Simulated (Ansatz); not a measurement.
Random displacements in SnO

Method: DFT PBEsol, scalar-relativistic, plane waves, PAW (Ansatz 0.2.0). Settings: plane waves to 420 eV, k-mesh 12×12×10 (Γ-centred), Gaussian smearing 0.15 eV. No spin polarisation. Energies are free energies at this smearing, counted from the undisturbed cell; pressure is positive in compression.

The undisturbed cell (relaxed at this level):

```
Sn O
1.0
     3.80538    0.00000    0.00000
     0.00000    3.80538    0.00000
     0.00000    0.00000    4.75319
Sn O
2 2
Direct
  0.00000 0.50000 0.24240
  0.50000 0.00000 0.75760
  0.00000 0.00000 0.00000
  0.50000 0.50000 0.00000
```

The atoms are displaced (Å, in the unstrained cell):

```csv
atom,ux,uy,uz
Sn1,-0.005,-0.018,0.009
Sn2,-0.010,-0.014,0.028
O3,-0.036,-0.004,-0.010
O4,0.051,0.035,-0.027
```

Strain (Voigt, engineering shear): (0.0159, -0.0163, 0.0139, 0.0453, 0.0230, -0.0523).

Question: What are the energy change, the stress and the forces?

Answer: ΔE = 35.8 meV/atom; stress (xx, yy, zz, yz, xz, xy; compression positive) (-1.03, 2.28, -0.24, -3.07, -0.74, 4.45) GPa.
```tsv
atom	Fx (eV/Å)	Fy	Fz
Sn1	-0.05	-0.19	-0.24
Sn2	0.09	0.59	-0.34
O3	0.44	0.37	0.00
O4	-0.48	-0.77	0.58
```

Cost: 1 run of about 1.2 core-minutes, on Intel Xeon 6975P-C (Granite Rapids) (shared hosts).